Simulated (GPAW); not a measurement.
A run of GPAW 26.7.0 is set up as follows.

File run.py:

```python
from ase import Atoms
from ase.dft.bandgap import bandgap
from ase.io import write
from ase.units import GPa
from ase.parallel import parprint
from gpaw import GPAW, PW, setup_paths

setup_paths.insert(0, '.')

atoms = Atoms(['Ba', 'Zr', 'O', 'O', 'O'],
              cell=[[4.19134, 0.0, 0.0],
                    [0.0, 4.19134, 0.0],
                    [0.0, 0.0, 4.19134]],
              scaled_positions=[[0.000198, 0.007772, -0.007424],
                                [0.50054, 0.508277, 0.491876],
                                [0.492829, 0.501171, 0.000468],
                                [0.494358, 0.001554, 0.506589],
                                [-0.005827, 0.505991, 0.504629]],
              pbc=True)

calc = GPAW(mode=PW(800),
            xc='PBEsol',
            kpts={'size': (6, 6, 6), 'gamma': True},
            occupations={'name': 'fermi-dirac', 'width': 0.05},
            nbands=36,
            convergence={'density': 1e-05, 'energy': 1e-05},
            maxiter=150,
            txt='gpaw.txt')
atoms.calc = calc
energy = atoms.get_potential_energy()
forces = atoms.get_forces()
stress = atoms.get_stress()
calc.write('gs.gpw')
write('result.traj', atoms)
parprint(f'Energy: {energy:.6f} eV')
parprint('Forces (eV/A):')
parprint(forces.round(4))
parprint('Stress (GPa):', (stress / GPa).round(3))
parprint('Fermi level:', round(calc.get_fermi_level(), 4), 'eV')
parprint(f'Gap: {bandgap(calc)[0]:.4f} eV, direct: {bandgap(calc, direct=True)[0]:.4f} eV')
```

Potentials or basis: PAW data sets generated in the run's folder for this functional, pw.

Command:

```console
$ gpaw-setup -f PBEsol Ba O Zr
$ OMP_NUM_THREADS=1 mpirun -n 4 gpaw python run.py
```

(1) Predict the largest force.

(2) What does it give for the pressure?

(3) Estimate the band gap on the k mesh.

## Answers

(1) 0.255 eV/Å.

(2) -1.4 GPa.

(3) 3.14 eV, indirect (least direct gap 3.37 eV).

Caveat: spin-orbit coupling is left out, which moves the levels of the heavy elements.
